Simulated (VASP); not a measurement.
A run of VASP 6.6.1:

File INCAR:

```
SYSTEM = Si2W
PREC = Accurate
ENCUT = 520
EDIFF = 1E-7
ISMEAR = -1
SIGMA = 0.05
LREAL = .False.
LASPH = .True.
NELM = 60
ALGO = Normal
ISIF = 2
LWAVE = .False.
LCHARG = .False.
GGA = PE
NBANDS = 31
```

Contents of KPOINTS:

```
regular mesh
0
Gamma
  7 6 7
  0 0 0
```

POSCAR

```
Si2W
1.0
   -3.2501705600      3.1283777800      0.0523641100
    3.2736016100      3.1518088200      0.0712099800
    1.6135266400     -1.6399799700     -4.2118530600
Si W
4 2
Direct
    0.6386846100      0.0155769700      0.2990982200
    0.1632737600      0.4964089700      0.3452507600
    0.3403864600      0.0044321900      0.6754985000
    0.8273079500      0.4961220300      0.6618590800
    0.0252657000      0.9906153700      0.0127168200
    0.5050815200      0.4968444700      0.0055766100
```

Potentials or basis: VASP PAW PBE potentials, release 64 (Si, W_sv).

The run is started by

```sh
$ cat potpaw_PBE.64/Si/POTCAR potpaw_PBE.64/W_sv/POTCAR > POTCAR
$ mpirun -np 1 vasp_std > vasp.out
```

Hardware: 1 thread of Intel(R) Xeon(R) Platinum 8375C CPU @ 2.90GHz (Ice Lake) (shared host).

Q: How long does it take, and how much memory?

A: It took 5.4 min on 1 thread of Intel(R) Xeon(R) Platinum 8375C CPU @ 2.90GHz (Ice Lake), with other jobs on the host, peak memory 0.43 GiB. Counts: scf iterations 16, k points 148.
